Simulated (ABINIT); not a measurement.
# RbBr (Fm-3m): G0W0 with ABINIT, start to end

How does a plane-wave GW calculation on RbBr (Fm-3m) run from the first input to the gap?

Calculated with ABINIT 10.8.3; PBE and many-body steps on it, plane waves.

Most raw output is cut from this account.

The database entry behind the starting cell differs from later determinations by our own check (about 0.5 % short), so it need not match the best structure at ambient conditions.

## Step 1: The starting structure

Symmetry: Fm-3m, No. 225, cubic system. The conventional cell has a = 6.854 Å, b = 6.854 Å, c = 6.854 Å, α = 90.00°, β = 90.00°, γ = 90.00°. Nearest to Rb lie 6 Br at 3.43 Å. Br has 6 Rb at 3.43 Å nearest. Farther neighbours and most contacts between anions are not listed.

The cell and positions come from the Crystallography Open Database and are kept as given unless a step says otherwise.

## Step 2: Ground state

This step: ABINIT 10.8.3; DFT, PBE, plane waves, norm-conserving pseudopotentials.

The ground-state density comes first.

File run.abi:

```
acell 3*1.0 Angstrom
rprim 
  0.000000000000 3.427000000000 3.427000000000
  3.427000000000 0.000000000000 3.427000000000
  3.427000000000 3.427000000000 -0.000000000000
ntypat 2
znucl 37 35
natom 2
typat 1 2
xred 
  0.000000000000 0.000000000000 0.000000000000
  0.500000000000 0.500000000000 0.500000000000
pp_dirpath "pseudos"
pseudos "Rb.upf, Br.upf"
ecut 19
ngkpt 6 6 6
nshiftk 1
shiftk 0 0 0
kptopt 1
chksymbreak 0
nband 13
occopt 1
tolvrs 1e-10
nstep 60
prtwf 0
optforces 0
optstress 0
indata_prefix "in"
outdata_prefix "out"
tmpdata_prefix "tmp"
```

Command:

```console
OMP_NUM_THREADS=1 mpirun -n 4 abinit run.abi > log
```

It took 4.8 s on 4 MPI ranks of Arm Neoverse V2, shared host; peak memory 0.28 GiB; 19 s of CPU time.

Numbers from this step:

| Item | Value |
| --- | --- |
| total energy | -1168.4050 eV |
| gap | 4.364 eV |
| k of the valence top | 0, 0, 0 |
| k of the conduction bottom | 0, 0, 0 |
| least direct gap | 4.364 eV |

The gap is direct, at Γ.

## Step 3: Bands along the symmetry lines

Levels along a band path, at the cheap level, show where the edges lie and whether the meshes to come will hold them.

File run.abi:

```
acell 3*1.0 Angstrom
rprim 
  0.000000000000 3.427000000000 3.427000000000
  3.427000000000 0.000000000000 3.427000000000
  3.427000000000 3.427000000000 -0.000000000000
ntypat 2
znucl 37 35
natom 2
typat 1 2
xred 
  0.000000000000 0.000000000000 0.000000000000
  0.500000000000 0.500000000000 0.500000000000
pp_dirpath "pseudos"
pseudos "Rb.upf, Br.upf"
ecut 19
iscf -2
irdden 1
kptopt 0
nkpt 50
kpt 
  0.00000000 0.00000000 0.00000000
  0.06250000 0.00000000 0.06250000
  0.12500000 0.00000000 0.12500000
  0.18750000 0.00000000 0.18750000
  0.25000000 0.00000000 0.25000000
  0.31250000 0.00000000 0.31250000
  0.37500000 0.00000000 0.37500000
  0.43750000 0.00000000 0.43750000
  0.50000000 0.00000000 0.50000000
  0.51562500 0.03125000 0.51562500
  0.53125000 0.06250000 0.53125000
  0.54687500 0.09375000 0.54687500
  0.56250000 0.12500000 0.56250000
  0.57812500 0.15625000 0.57812500
  0.59375000 0.18750000 0.59375000
  0.60937500 0.21875000 0.60937500
  0.62500000 0.25000000 0.62500000
  0.37500000 0.37500000 0.75000000
  0.32812500 0.32812500 0.65625000
  0.28125000 0.28125000 0.56250000
  0.23437500 0.23437500 0.46875000
  0.18750000 0.18750000 0.37500000
  0.14062500 0.14062500 0.28125000
  0.09375000 0.09375000 0.18750000
  0.04687500 0.04687500 0.09375000
  0.00000000 0.00000000 0.00000000
  0.06250000 0.06250000 0.06250000
  0.12500000 0.12500000 0.12500000
  0.18750000 0.18750000 0.18750000
  0.25000000 0.25000000 0.25000000
  0.31250000 0.31250000 0.31250000
  0.37500000 0.37500000 0.37500000
  0.43750000 0.43750000 0.43750000
  0.50000000 0.50000000 0.50000000
  0.50000000 0.46875000 0.53125000
  0.50000000 0.43750000 0.56250000
  0.50000000 0.40625000 0.59375000
  0.50000000 0.37500000 0.62500000
  0.50000000 0.34375000 0.65625000
  0.50000000 0.31250000 0.68750000
  0.50000000 0.28125000 0.71875000
  0.50000000 0.25000000 0.75000000
  0.50000000 0.21875000 0.71875000
  0.50000000 0.18750000 0.68750000
  0.50000000 0.15625000 0.65625000
  0.50000000 0.12500000 0.62500000
  0.50000000 0.09375000 0.59375000
  0.50000000 0.06250000 0.56250000
  0.50000000 0.03125000 0.53125000
  0.50000000 0.00000000 0.50000000
istwfk *1
nband 15
nbdbuf 2
tolwfr 1e-08
nstep 40
prtwf 0
prtvol 0
indata_prefix "in"
outdata_prefix "out"
tmpdata_prefix "tmp"
```

It took 7.3 s on 4 MPI ranks; peak memory 0.27 GiB; 29 s of CPU time.

This step gave:

| Property | Result |
| --- | --- |
| gap | 4.364 eV |
| k of the valence top | 0, 0, 0 |
| k of the conduction bottom | 0, 0, 0 |
| least direct gap | 4.364 eV |

The gap is 4.364 eV, as in the run before at this level.

The electronic bands at the labelled points (eV, zero at the top of the highest filled band; v1 is the highest filled band, c1 the lowest empty one):

```csv
point,v4,v3,v2,v1,c1,c2,c3,c4
Γ,-8.50,0.00,0.00,0.00,4.36,7.29,7.29,7.29
halfway,-8.49,-0.60,-0.10,-0.10,5.72,6.25,8.62,8.76
X,-8.57,-0.47,-0.16,-0.16,5.62,7.13,9.20,9.21
halfway,-8.56,-0.46,-0.26,-0.19,5.82,7.40,8.82,9.28
U,-8.53,-0.49,-0.41,-0.26,6.35,8.13,8.16,8.86
jump to K,-8.53,-0.49,-0.41,-0.26,6.35,8.13,8.16,8.86
halfway,-8.46,-0.67,-0.28,-0.15,6.03,6.98,8.06,8.80
Γ,-8.50,0.00,0.00,0.00,4.36,7.29,7.29,7.29
halfway,-8.47,-0.56,-0.18,-0.18,5.63,7.15,8.01,8.01
L,-8.45,-0.99,-0.35,-0.35,6.82,7.72,9.49,9.49
halfway,-8.48,-0.76,-0.35,-0.33,6.98,7.42,8.88,9.00
W,-8.48,-0.49,-0.35,-0.35,7.09,7.09,8.27,8.62
halfway,-8.52,-0.44,-0.33,-0.22,6.02,7.60,8.43,9.14
X,-8.57,-0.47,-0.16,-0.16,5.62,7.13,9.20,9.21
```

## Step 4: Empty states on the mesh, 4×4×4 mesh, 45 bands

The sums over transitions need many empty states on a uniform mesh; this step solves for them.

File run.abi:

```
acell 3*1.0 Angstrom
rprim 
  0.000000000000 3.427000000000 3.427000000000
  3.427000000000 0.000000000000 3.427000000000
  3.427000000000 3.427000000000 -0.000000000000
ntypat 2
znucl 37 35
natom 2
typat 1 2
xred 
  0.000000000000 0.000000000000 0.000000000000
  0.500000000000 0.500000000000 0.500000000000
pp_dirpath "pseudos"
pseudos "Rb.upf, Br.upf"
ecut 19
ngkpt 4 4 4
nshiftk 1
shiftk 0 0 0
kptopt 1
chksymbreak 0
iscf -2
irdden 1
istwfk *1
nband 45
nbdbuf 4
tolwfr 1e-09
nstep 60
prtvol 0
indata_prefix "in"
outdata_prefix "out"
tmpdata_prefix "tmp"
```

The job ended after 5.7 s (4 MPI ranks; peak memory 0.26 GiB; 22 s of CPU time).

This step gave:

| Quantity | Value |
| --- | --- |
| gap | 4.364 eV |
| k of the valence top | 0, 0, 0 |
| k of the conduction bottom | 0, 0, 0 |
| least direct gap | 4.364 eV |
| k points computed | 8 |
| lowest point of the top converged band, above the valence top | 29.81 eV |

On this mesh the gap is 4.364 eV.

## Step 5: Screening, 4×4×4 mesh, 41 bands, screening to 87.1 eV

The RPA dielectric matrix is built and inverted for each q.

This step: RPA screening on PBE, plane waves, norm-conserving pseudopotentials.

Edit run.abi of step 4 so:

```diff
@@ -20,10 +20,11 @@
 chksymbreak 0
-iscf -2
-irdden 1
 istwfk *1
-nband 45
-nbdbuf 4
-tolwfr 1e-09
-nstep 60
-prtvol 0
+occopt 1
+irdwfk 1
+optdriver 3
+nband 41
+ecuteps 3.2
+inclvkb 2
+awtr 1
+symchi 1
 indata_prefix "in"
```

It took 5.2 s on 4 MPI ranks; peak memory 0.45 GiB; 20 s of CPU time.

This step gave:

```yaml
eps_infinity_with_local_fields_on_this_mesh_along_the_program_s_q_direction: 2.362
the_same_without_local_fields: 2.837
plasma_frequency: 16.56 eV
plane_waves_in_the_screening_matrix: 169
```

Local fields lower ε∞ by 17 %.

## Step 6: Self-energy, 4×4×4 mesh, 41 bands, screening to 87.1 eV

The self-energy is evaluated for the states that the input lists, and the levels follow from it, in one-shot runs by the linearised quasiparticle equation.

This step: G0W0 on PBE, plane waves, norm-conserving pseudopotentials.

Edit run.abi of step 5 so:

```diff
@@ -23,8 +23,15 @@
 irdwfk 1
-optdriver 3
+optdriver 4
 nband 41
+gwcalctyp 0
+ecutsigx 19
+symsigma 1
+nkptgw 1
+kptgw 
+  0.0000000000 0.0000000000 0.0000000000
+bdgw 
+  6 12
 ecuteps 3.2
-inclvkb 2
-awtr 1
-symchi 1
+irdscr 1
+ppmodel 1
 indata_prefix "in"
```

Elapsed: 3 s, on 4 MPI ranks; peak memory 0.13 GiB.

Numbers from this step:

```
G0W0 gap on the points computed              : 6.491 eV
starting gap on the mesh                     : 4.364 eV
k of the valence top                         : 0, 0, 0
k of the conduction bottom                   : 0, 0, 0
Z at the valence top                         : 0.82
Z at the conduction bottom                   : 0.872
least direct G0W0 gap on the computed points : 6.491 eV
```

The gap on the mesh goes from 4.36 eV to 6.49 eV, a correction of +2.13 eV.

Limits: finite bands, cutoff and mesh; no spin-orbit coupling. v1 is the top filled band, c1 the lowest empty one. Levels before and after the correction, in eV, zero at the valence-band top of each column:

```csv
,conduction bottom,valence top
Kohn-Sham,4.36,0.00
G0W0,6.49,0.00
```

```csv
,level,energy (eV)
Kohn-Sham,Γ v3-v1,0.000
Kohn-Sham,Γ c1,4.364
Kohn-Sham,Γ c2-c4,7.285
G0W0,Γ v3-v1,0.000
G0W0,Γ c1,6.491
G0W0,Γ c2-c4,10.024
```

## Step 7: Where the time went

Times are wall times on 4 MPI ranks of Arm Neoverse V2, shared host, good to a factor of about two.

```csv
step,time,share,memory (GiB)
ground state,4.8 s,18 %,0.28
bands along the symmetry lines,7.3 s,28 %,0.27
empty states on the mesh,5.7 s,22 %,0.26
screening,5.2 s,20 %,0.45
self-energy,3 s,11 %,0.13
```

## Step 8: Summary of results

```
PBE gap              : 4.36 eV, direct
G0W0 gap on the mesh : 6.49 eV
GW settings          : 4×4×4 mesh, 41 bands, screening to 87.1 eV, Godby-Needs plasmon pole
known limits         : not at the basis limit; no spin-orbit coupling
```

**Reading.** G0W0 moves the gap on the mesh from 4.36 eV to 6.49 eV (+2.13 eV), with Z of 0.82 and 0.87 at the edges. Local fields lower the RPA ε∞ on this mesh from 2.84 to 2.36. Only 1 of the mesh's irreducible points was corrected, so a valley elsewhere could overtake. Bands and cutoff are finite, so the gap is not at the basis limit. The miss can reach some tenths of an eV and take either sign; the mesh is an error of its own. In the G0W0 run levels were corrected at 1 k point alone, so a gap called «on the mesh» is the least over those, and an edge elsewhere would be missed. The many-body steps are scalar-relativistic: spin-orbit coupling is not in them.

[Paths, hosts, dates, memory and timing lines, banners, echoed tables and standing remarks are left out of the program output.]

[Logs are printed without paths, hosts, clocks, repeated set-up lines and the standing remarks that a program may print on its own settings, such as how far it seeks lower states.]

[Runs of the session that timed out or met a known fault of the program may be left out.]

[Hosts, paths, dates, database ids (printed as entryN), source tags and the programs' standing remarks are cut or masked in the printed files.]

[G0W0 gaps are taken among the corrected bands and points alone; a level outside them can change the order at an edge.]

[Where Ansatz stands beside ABINIT at settings called matched, ABINIT's density can come from a denser mesh and the files from another edition; pairs whose starting gaps differed by over 0.03 eV were left out, so agreement reads better than it is.]
